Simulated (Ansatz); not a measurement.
## Si (Fd-3m): energy against volume by PBE and RPA

```xyz
2
Lattice="0.0000 2.7155 2.7155 2.7155 0.0000 2.7155 2.7155 2.7155 0.0000" Properties=species:S:1:pos:R:3 pbc="T T T"
Si    0.0000    0.0000    0.0000
Si    1.3578    1.3578    1.3578
```

RPA total energy on PBE orbitals, soft PAW set, first generation (Ansatz); 4×4×4 mesh, wave cutoff 420 eV, correlation extrapolated to infinite response cutoff from cutoffs up to 280 eV, 8 electrons, all correlated, long-wavelength term: neglected.

A Birch-Murnaghan fit gives PBE: V0 = 20.59 Å³ an atom (lattice constants +0.9 % against the given cell), B0 = 89 GPa.

(1) What does RPA on these orbitals give?

## Answers

(1) RPA: V0 = 20.15 Å³ an atom (lattice constants +0.2 % against the given cell), B0 = 100 GPa. The points for the whole cell, counted from the given cell:

| V/V_given | V (Å³) | PBE (meV) | Hartree-Fock expression on these orbitals (meV) | RPA (meV) |
| --- | --- | --- | --- | --- |
| 0.92 | 36.84 | 145 | 181 | 108 |
| 0.96 | 38.45 | 48 | 61 | 28 |
| 1.00 | 40.05 | 0 | 0 | 0 |
| 1.04 | 41.65 | -8 | -12 | 13 |
| 1.08 | 43.25 | 18 | 16 | 59 |

Soft PAW datasets can recover too little correlation energy, by a few per cent up to a quarter and more. This ran on a trial build of the method. The mesh is coarse, so these are values at the stated settings, not converged ones.
